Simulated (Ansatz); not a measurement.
ZrC under changes of volume

One of the cells (13.228 Å³/atom); the others are scaled copies at fixed shape and fractional positions:

```
Zr C
1.0
     0.00000    2.36500    2.36500
     2.36500    0.00000    2.36500
     2.36500    2.36500    0.00000
Zr C
1 1
Cartesian
  2.3650 2.3650 2.3650
  0.0000 0.0000 0.0000
```

* Program: Ansatz 0.2.0
* Functional: LDA
* Potentials or basis: all-electron LAPW, scalar-relativistic
* Cutoff: 253 eV (chosen from the basis error)
* Basis error allowed: 0.001 eV/atom
* k mesh: 10 × 10 × 10
* Occupations: fermi-dirac, width 0.05 eV
* Spin: no spin polarisation

| volume (Å³/atom) | energy over the lowest point (meV/atom) | pressure (GPa) |
| --- | --- | --- |
| 12.434 | 0.00 | 1.4 |
| 12.699 | ? | ? |
| 12.963 | 12.03 | -8.3 |
| 13.228 | 29.20 | -12.4 |
| 13.493 | 52.81 | -16.1 |
| 13.757 | 82.21 | -19.4 |
| 14.022 | 116.81 | -22.4 |

What does the run at 12.699 Å³/atom give?

Energy over the lowest point 2.02 meV/atom; pressure -3.7 GPa.

Worked out: A Birch-Murnaghan fit of order 3 (a polynomial in V^(-2/3)) to the other rows has its minimum at 12.50 Å³/atom with B0 = V·E''(V) = 246 GPa and B' = 4.1. It gives 2.04 meV/atom at 12.699 Å³/atom, against the run's 2.02, and -dE/dV = -3.7 GPa, against -3.7.

Energies are extrapolated to zero smearing.
